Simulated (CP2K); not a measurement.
# Al (P-1) in CP2K: a series of runs

One crystal, Al, is run at these levels: LDA, PBEsol, MS2; tasks: band structure.

Everything below comes from runs of CP2K 2026.2. Logs are shortened: lines on timing, memory, paths and dates and some standing lists are left out, and cuts for length are marked.

## (1) Starting point

The typed cell holds 1 atom: a = 2.824 Å, b = 2.645 Å, c = 2.800 Å, α = 110.77°, β = 108.30°, γ = 109.45°.

This isn't the form of Al at room conditions, which is fcc.

## (2) Band structure, LDA

Input file al_bands.inp:

```
&GLOBAL
  PROJECT al_bands
  RUN_TYPE ENERGY_FORCE
  PRINT_LEVEL LOW
&END GLOBAL
&FORCE_EVAL
  METHOD QS
  STRESS_TENSOR ANALYTICAL
  &DFT
    BASIS_SET_FILE_NAME BASIS_MOLOPT_UZH
    POTENTIAL_FILE_NAME POTENTIAL_UZH
    &MGRID
      CUTOFF 675
      REL_CUTOFF 60
      NGRIDS 5
    &END MGRID
    &QS
      METHOD GPW
      EPS_DEFAULT 1.0E-9
    &END QS
    &KPOINTS
      SCHEME MONKHORST-PACK 11 12 12
      GAMMA_CENTERED T
      SYMMETRY T
      SYMMETRY_BACKEND SPGLIB
    &END KPOINTS
    &SCF
      SCF_GUESS ATOMIC
      EPS_SCF 1.0E-6
      MAX_SCF 100
      ADDED_MOS 8
      CHOLESKY OFF
      EPS_EIGVAL 1.0E-7
      &DIAGONALIZATION ON
        ALGORITHM STANDARD
      &END DIAGONALIZATION
      &MIXING ON
        METHOD BROYDEN_MIXING
        ALPHA 0.4
        BETA 1.5
        NBUFFER 8
      &END MIXING
      &SMEAR ON
        METHOD FERMI_DIRAC
        ELECTRONIC_TEMPERATURE [K] 580.226
      &END SMEAR
    &END SCF
    &XC
      &XC_FUNCTIONAL
        &LDA_X
        &END LDA_X
        &LDA_C_PW
        &END LDA_C_PW
      &END XC_FUNCTIONAL
    &END XC
    &PRINT
      &KPOINTS ON
      &END KPOINTS
      &MULLIKEN ON
      &END MULLIKEN
      &MO ON
        ENERGIES T
        OCCUPATION_NUMBERS T
        &EACH
          QS_SCF 0
        &END EACH
        ADD_LAST NUMERIC
      &END MO
      &BAND_STRUCTURE
        FILE_NAME bands.bs
        ADDED_MOS 4
        &KPOINT_SET
          UNITS B_VECTOR
          NPOINTS 10
          SPECIAL_POINT X -0.50000000 0.50000000 0.00000000
          SPECIAL_POINT GAMMA 0.00000000 0.00000000 0.00000000
          SPECIAL_POINT Y 0.50000000 0.00000000 0.00000000
        &END KPOINT_SET
        &KPOINT_SET
          UNITS B_VECTOR
          NPOINTS 10
          SPECIAL_POINT L 0.00000000 0.50000000 0.00000000
          SPECIAL_POINT GAMMA 0.00000000 0.00000000 0.00000000
          SPECIAL_POINT Z 0.00000000 0.00000000 -0.50000000
        &END KPOINT_SET
        &KPOINT_SET
          UNITS B_VECTOR
          NPOINTS 10
          SPECIAL_POINT N -0.50000000 0.50000000 -0.50000000
          SPECIAL_POINT GAMMA 0.00000000 0.00000000 0.00000000
          SPECIAL_POINT M 0.50000000 0.00000000 -0.50000000
        &END KPOINT_SET
        &KPOINT_SET
          UNITS B_VECTOR
          NPOINTS 10
          SPECIAL_POINT R 0.00000000 0.50000000 -0.50000000
          SPECIAL_POINT GAMMA 0.00000000 0.00000000 0.00000000
        &END KPOINT_SET
      &END BAND_STRUCTURE
    &END PRINT
  &END DFT
  &SUBSYS
    &CELL
      A 2.8244943504 0.0000000000 0.0000000000
      B -0.8808391247 2.4944476257 0.0000000000
      C -0.8793750862 -1.3637441681 2.2817426864
      PERIODIC XYZ
    &END CELL
    &COORD
      Al  0.0000000000 0.0000000000 0.0000000000
    &END COORD
    &KIND Al
      BASIS_SET TZVP-MOLOPT-PBE-GTH-q3
      POTENTIAL GTH-PBE-q3
    &END KIND
    &PRINT
      &ATOMIC_COORDINATES ON
      &END ATOMIC_COORDINATES
      &CELL ON
      &END CELL
    &END PRINT
  &END SUBSYS
  &PRINT
    &FORCES ON
    &END FORCES
    &STRESS_TENSOR ON
    &END STRESS_TENSOR
  &END PRINT
&END FORCE_EVAL
```

Potentials or basis: POTENTIAL_UZH Al GTH-PBE-q3; TZVP-MOLOPT-PBE-GTH basis.

The run is started by

```
OMP_NUM_THREADS=1 cp2k.psmp -i al_bands.inp -o al_bands.out
```

al_bands.out:

```text

 CP2K| version string:                                       CP2K version 2026.2
 CP2K| Input file name                                              al_bands.inp

 GLOBAL| Force Environment number                                              1
 GLOBAL| Basis set file name                                    BASIS_MOLOPT_UZH
 GLOBAL| Potential file name                                       POTENTIAL_UZH
 GLOBAL| MM Potential file name                                     MM_POTENTIAL
 GLOBAL| Coordinate file name                                      __STD_INPUT__
 GLOBAL| Method name                                                        CP2K
 GLOBAL| Project name                                                   al_bands
 GLOBAL| Run type                                                   ENERGY_FORCE
 GLOBAL| FFT library                                                       FFTW3
 GLOBAL| Diagonalization library                                       ScaLAPACK
 GLOBAL| Cholesky decomposition library                                ScaLAPACK
 GLOBAL| DGEMM library                                                      BLAS
 GLOBAL| Direct generalized diagonalization requested                          F
 GLOBAL| Matrix multiplication library                                 ScaLAPACK
 GLOBAL| Global print level                                                  LOW
 GLOBAL| Total number of message passing processes                             1
 GLOBAL| Number of threads for this process                                    1
 GLOBAL| CPU model name                                                  UNKNOWN

 CELL| Volume [angstrom^3]:                                            16.076140
 CELL| Vector a [angstrom]:       2.824     0.000     0.000   |a| =     2.824494
 CELL| Vector b [angstrom]:      -0.881     2.494     0.000   |b| =     2.645401
 CELL| Vector c [angstrom]:      -0.879    -1.364     2.282   |c| =     2.799901
 CELL| Angle (b,c), alpha [degree]:                                   110.774947
 CELL| Angle (a,c), beta  [degree]:                                   108.304896
 CELL| Angle (a,b), gamma [degree]:                                   109.449141
 CELL| Numerically orthorhombic:                                              NO
 CELL| Periodicity                                                           XYZ

 CELL_REF| Volume [angstrom^3]:                                        16.076140
 CELL_REF| Vector a [angstrom     2.824     0.000     0.000   |a| =     2.824494
 CELL_REF| Vector b [angstrom    -0.881     2.494     0.000   |b| =     2.645401
 CELL_REF| Vector c [angstrom    -0.879    -1.364     2.282   |c| =     2.799901
 CELL_REF| Angle (b,c), alpha [degree]:                               110.774947
 CELL_REF| Angle (a,c), beta  [degree]:                               108.304896
 CELL_REF| Angle (a,b), gamma [degree]:                               109.449141
 CELL_REF| Numerically orthorhombic:                                          NO
 CELL_REF| Periodicity                                                       XYZ

 GENERATE|  Preliminary Number of Bonds generated:                             0
 GENERATE|  Achieved consistency in connectivity generation.

[... 154 lines left out ...]
 MO|      6               0.663785              18.062508               0.000000
 MO|      7               1.020291              27.763522               0.000000
 MO|      8               1.202914              32.732956               0.000000
 MO|      9               1.269696              34.550194               0.000000
 MO|     10               1.579489              42.980094               0.000000
 MO| Sum:                                                               4.000367
 MO| E(Fermi):            0.268380 a.u.          7.303004 eV
[... 199 lines left out ...]
 MO|
 MO|  Index      Eigenvalue [a.u.]        Eigenvalue [eV]             Occupation
 MO|      1               0.136399               3.711593               2.000000
 MO|      2               0.239470               6.516313               2.000000
 MO|      3               0.271720               7.393871               0.279506
 MO|      4               0.640659              17.433212               0.000000
 MO|      5               0.740940              20.162014               0.000000
 MO|      6               0.785474              21.373838               0.000000
 MO|      7               0.911584              24.805471               0.000000
 MO|      8               1.178713              32.074416               0.000000
 MO|      9               1.236221              33.639284               0.000000
 MO|     10               1.548189              42.128371               0.000000
 MO| Sum:                                                               4.279506
 MO| E(Fermi):            0.268380 a.u.          7.303004 eV

 [... the levels of further k-points ...]

 !-----------------------------------------------------------------------------!
                     Mulliken Population Analysis

 #  Atom  Element  Kind  Atomic population                           Net charge
       1     Al       1          3.000000                              0.000000
 # Total charge                              3.000000                  0.000000

 !-----------------------------------------------------------------------------!

 KPOINTS| Band Structure Calculation
 KPOINTS| Number of k-point sets                                               4
 KPOINTS| Number of added MOs/bands                                            4
 KPOINTS| Number of k-points in set    1                                      21
 KPOINTS| In units of b-vector [2pi/Bohr]
 KPOINTS| Special point     1           X    -0.500000     0.500000     0.000000
 KPOINTS| Special point     2       GAMMA     0.000000     0.000000     0.000000
 KPOINTS| Special point     3           Y     0.500000     0.000000     0.000000
 KPOINTS| Number of k-points in set    2                                      21
 KPOINTS| In units of b-vector [2pi/Bohr]
 KPOINTS| Special point     1           L     0.000000     0.500000     0.000000
 KPOINTS| Special point     2       GAMMA     0.000000     0.000000     0.000000
 KPOINTS| Special point     3           Z     0.000000     0.000000    -0.500000
 KPOINTS| Number of k-points in set    3                                      21
 KPOINTS| In units of b-vector [2pi/Bohr]
 KPOINTS| Special point     1           N    -0.500000     0.500000    -0.500000
 KPOINTS| Special point     2       GAMMA     0.000000     0.000000     0.000000
 KPOINTS| Special point     3           M     0.500000     0.000000    -0.500000
 KPOINTS| Number of k-points in set    4                                      11
 KPOINTS| In units of b-vector [2pi/Bohr]
 KPOINTS| Special point     1           R     0.000000     0.500000    -0.500000
 KPOINTS| Special point     2       GAMMA     0.000000     0.000000     0.000000

 ENERGY| Total FORCE_EVAL ( QS ) energy [hartree]             -2.066337341096654

 FORCES| Atomic forces [hartree/bohr]
 FORCES|   Atom     x               y               z               |f|
 FORCES|      1 -1.84332628E-15  4.25731433E-16  1.93693105E-15   2.70754518E-15
 FORCES| Sum    -1.84332628E-15  4.25731433E-16  1.93693105E-15
 FORCES| Total atomic force                                       2.70754518E-15

 STRESS| Analytical stress tensor [bar]
 STRESS|                        x                   y                   z
 STRESS|      x        2.37249250764E+04  -2.23299039461E+04   9.51610499640E+03
 STRESS|      y       -2.23299039461E+04   8.14903451754E+04   4.64304890267E+03
 STRESS|      z        9.51610499640E+03   4.64304890267E+03   3.07417470250E+04
 STRESS| 1/3 Trace                                             4.53190057589E+04
 STRESS| Determinant                                           3.42418792897E+13

 STRESS| Eigenvectors and eigenvalues of the analytical stress tensor [bar]
 STRESS|                        1                   2                   3
 STRESS| Eigenvalues   1.06107306191E+04   3.62000666429E+04   8.91462200148E+04
 STRESS|      x           0.836229045613      0.445390582044     -0.319919072110
 STRESS|      y           0.293778101516      0.128761677299      0.947161473841
 STRESS|      z          -0.463050116449      0.886029152955      0.023171745107
```

It took 47 s on 1 thread of Arm Neoverse V2, shared host; peak memory 0.24 GiB.

Results:

- Free energy: -56.2279 eV
- Pressure: 4.5 GPa
- Band gap on the k mesh: none (metal or under the smearing width)

Levels at the corners of the path, in eV from the Fermi level:
| point | band 1 | band 2 | band 3 | band 4 | band 5 | band 6 |
| --- | --- | --- | --- | --- | --- | --- |
| X | -4.34 | -3.68 | 8.25 | 9.30 | 10.48 | 12.31 |
| Γ | -11.34 | 13.02 | 13.86 | 14.14 | 14.29 | 14.69 |
| Y | -4.73 | -4.50 | 8.67 | 9.56 | 11.94 | 13.58 |
| L | -3.92 | -2.94 | 7.15 | 8.30 | 9.13 | 11.41 |
| Γ | -11.34 | 13.02 | 13.86 | 14.14 | 14.29 | 14.69 |
| Z | -4.57 | -4.18 | 7.99 | 8.97 | 11.46 | 13.31 |
| N | 0.96 | 2.11 | 2.92 | 3.11 | 3.94 | 6.19 |
| Γ | -11.34 | 13.02 | 13.86 | 14.14 | 14.29 | 14.69 |
| M | -4.55 | -4.16 | 7.93 | 8.44 | 10.22 | 12.89 |
| R | -4.40 | -3.78 | 8.50 | 9.75 | 11.08 | 12.45 |
| Γ | -11.34 | 13.02 | 13.86 | 14.14 | 14.29 | 14.69 |

Caveat: the potentials were made for another functional, which shifts forces and pressure; the basis of atomic orbitals isn't converged, which shifts pressures, moduli and gaps.

## (3) Band structure, PBEsol

Edit al_bands.inp of step 2 so:

```diff
@@ -49,6 +49,6 @@
       &XC_FUNCTIONAL
-        &LDA_X
-        &END LDA_X
-        &LDA_C_PW
-        &END LDA_C_PW
+        &GGA_X_PBE_SOL
+        &END GGA_X_PBE_SOL
+        &GGA_C_PBE_SOL
+        &END GGA_C_PBE_SOL
       &END XC_FUNCTIONAL
```

Potentials or basis: POTENTIAL_UZH Al GTH-PBE-q3; TZVP-MOLOPT-PBE-GTH basis.

The run is started by

```
OMP_NUM_THREADS=1 cp2k.psmp -i al_bands.inp -o al_bands.out
```

Wall time 47 s (1 thread of Arm Neoverse V2, shared host); peak memory 0.25 GiB.

It converged, with:

| Property | Result |
| --- | --- |
| Free energy | -56.2388 eV |
| Pressure | 4.3 GPa |
| Band gap on the k mesh | none (metal or under the smearing width) |

Stress tensor (GPa, compression positive):
```
 2.07 -2.27  0.94
-2.27  7.99  0.49
 0.94  0.49  2.80
```

Levels at the corners of the path, in eV from the Fermi level:
```
point  band 1  band 2  band 3  band 4  band 5  band 6
    X   -4.35   -3.68    8.26    9.30   10.48   12.30
    Γ  -11.34   13.03   13.88   14.14   14.31   14.69
    Y   -4.73   -4.50    8.68    9.56   11.94   13.58
    L   -3.92   -2.95    7.17    8.30    9.13   11.40
    Γ  -11.34   13.03   13.88   14.14   14.31   14.69
    Z   -4.58   -4.18    8.00    8.97   11.47   13.30
    N    0.97    2.12    2.92    3.10    3.93    6.19
    Γ  -11.34   13.03   13.88   14.14   14.31   14.69
    M   -4.55   -4.16    7.94    8.45   10.22   12.88
    R   -4.40   -3.78    8.51    9.75   11.08   12.44
    Γ  -11.34   13.03   13.88   14.14   14.31   14.69
```

Caveat: the potentials were made for another functional, which shifts forces and pressure; the basis of atomic orbitals isn't converged, which shifts pressures, moduli and gaps.

## (4) Band structure, MS2

Edit al_bands.inp of step 3 so:

```diff
@@ -49,6 +49,6 @@
       &XC_FUNCTIONAL
-        &GGA_X_PBE_SOL
-        &END GGA_X_PBE_SOL
-        &GGA_C_PBE_SOL
-        &END GGA_C_PBE_SOL
+        &MGGA_X_MS2
+        &END MGGA_X_MS2
+        &GGA_C_REGTPSS
+        &END GGA_C_REGTPSS
       &END XC_FUNCTIONAL
```

Potentials or basis: POTENTIAL_UZH Al GTH-PBE-q3; TZVP-MOLOPT-PBE-GTH basis.

The run is started by

```
OMP_NUM_THREADS=1 cp2k.psmp -i al_bands.inp -o al_bands.out
```

al_bands.out:

```text

 CP2K| version string:                                       CP2K version 2026.2
 CP2K| Input file name                                              al_bands.inp

 GLOBAL| Force Environment number                                              1
 GLOBAL| Basis set file name                                    BASIS_MOLOPT_UZH
 GLOBAL| Potential file name                                       POTENTIAL_UZH
 GLOBAL| MM Potential file name                                     MM_POTENTIAL
 GLOBAL| Coordinate file name                                      __STD_INPUT__
 GLOBAL| Method name                                                        CP2K
 GLOBAL| Project name                                                   al_bands
 GLOBAL| Run type                                                   ENERGY_FORCE
 GLOBAL| FFT library                                                       FFTW3
[... 8 lines left out ...]
 GLOBAL| CPU model name                                                  UNKNOWN

 CELL| Volume [angstrom^3]:                                            16.076140
 CELL| Vector a [angstrom]:       2.824     0.000     0.000   |a| =     2.824494
[... 429 lines left out ...]
 KPOINTS| Special point     3           M     0.500000     0.000000    -0.500000
 KPOINTS| Number of k-points in set    4                                      11
 KPOINTS| In units of b-vector [2pi/Bohr]
 KPOINTS| Special point     1           R     0.000000     0.500000    -0.500000
 KPOINTS| Special point     2       GAMMA     0.000000     0.000000     0.000000

 ENERGY| Total FORCE_EVAL ( QS ) energy [hartree]             -2.066288630272043

 FORCES| Atomic forces [hartree/bohr]
 FORCES|   Atom     x               y               z               |f|
 FORCES|      1  2.26160076E-16  5.66288570E-16  4.89275777E-16   7.81806824E-16
 FORCES| Sum     2.26160076E-16  5.66288570E-16  4.89275777E-16
 FORCES| Total atomic force                                       7.81806824E-16

 STRESS| Analytical stress tensor [bar]
 STRESS|                        x                   y                   z
 STRESS|      x        3.65692398286E+04  -7.85127717988E+03   7.17973652876E+03
 STRESS|      y       -7.85127717988E+03   5.48894977322E+04   3.12916819385E+03
 STRESS|      z        7.17973652876E+03   3.12916819385E+03   4.36192224943E+04
 STRESS| 1/3 Trace                                             4.50259866851E+04
 STRESS| Determinant                                           8.13262991182E+13

 STRESS| Eigenvectors and eigenvalues of the analytical stress tensor [bar]
 STRESS|                        1                   2                   3
 STRESS| Eigenvalues   2.93714274649E+04   4.78958328050E+04   5.78106997853E+04
 STRESS|      x           0.819479414486      0.464926654619     -0.335106990464
 STRESS|      y           0.311151703111      0.130109260670      0.941411811026
 STRESS|      z          -0.481287966694      0.875736710497      0.038040859653
```

bands.bs:

```text
# Set 1: 3 special points, 21 k-points, 14 bands
#  Special point 1         -0.50000000     0.50000000     0.00000000  X
#  Special point 2          0.00000000     0.00000000     0.00000000  GAMMA
#  Special point 3          0.50000000     0.00000000     0.00000000  Y
#  Point 1      Spin 1:    -0.50000000     0.50000000     0.00000000       0.04761905
#   Band    Energy [eV]     Occupation
       1     2.82148030     2.00000000
[... 1179 lines left out ...]
       2    20.39115266     1.00000000
       3    21.49717335     0.00000000
       4    21.64837386     0.00000000
       5    21.90925427     0.00000000
       6    22.17984853     0.00000000
       7    23.62520479     0.00000000
       8    26.17579838     0.00000000
       9    28.65478963     0.00000000
      10    35.12277136     0.00000000
      11    44.84034975     0.00000000
      12    52.13292211     0.00000000
      13    56.06190333     0.00000000
      14    69.73822214     0.00000000
```

It took 96 s on 1 thread of Arm Neoverse V2, shared host; peak memory 0.25 GiB.

What came out:

- Free energy: -56.2266 eV
- Pressure: 4.5 GPa
- Band gap on the k mesh: none (metal or under the smearing width)

Levels at the corners of the path, in eV from the Fermi level:
| point | band 1 | band 2 | band 3 | band 4 | band 5 | band 6 |
| --- | --- | --- | --- | --- | --- | --- |
| X | -4.48 | -3.66 | 8.31 | 9.46 | 10.70 | 12.74 |
| Γ | -11.51 | 13.09 | 14.20 | 14.35 | 14.61 | 14.88 |
| Y | -4.71 | -4.65 | 8.84 | 9.65 | 12.28 | 13.90 |
| L | -4.08 | -2.87 | 7.16 | 8.49 | 9.31 | 11.85 |
| Γ | -11.51 | 13.09 | 14.20 | 14.35 | 14.61 | 14.88 |
| Z | -4.56 | -4.32 | 8.16 | 9.05 | 11.79 | 13.62 |
| N | 0.85 | 2.04 | 2.96 | 3.33 | 4.18 | 6.47 |
| Γ | -11.51 | 13.09 | 14.20 | 14.35 | 14.61 | 14.88 |
| M | -4.49 | -4.34 | 8.16 | 8.46 | 10.55 | 13.13 |
| R | -4.55 | -3.75 | 8.56 | 9.93 | 11.29 | 12.88 |
| Γ | -11.51 | 13.09 | 14.20 | 14.35 | 14.61 | 14.88 |

Caveat: the potentials were made for another functional, which shifts forces and pressure; the basis of atomic orbitals isn't converged, which shifts pressures, moduli and gaps.

## (5) Summary

| level | gap on the mesh (eV) | pressure (GPa) |
| --- | --- | --- |
| LDA | none | 4.5 |
| PBEsol | none | 4.3 |
| MS2 | none | 4.5 |

Alike in all rows: task band structure; potentials or basis POTENTIAL_UZH Al GTH-PBE-q3; TZVP-MOLOPT-PBE-GTH basis; no spin polarisation; cell as given; k mesh 11 × 12 × 12; smearing fermi-dirac 0.05 eV.

Caveats: the potentials were made for another functional, which shifts forces and pressure; the basis of atomic orbitals isn't converged, which shifts pressures, moduli and gaps.

Total energies depend on the potentials used, so only differences within one code and one set of settings carry meaning.
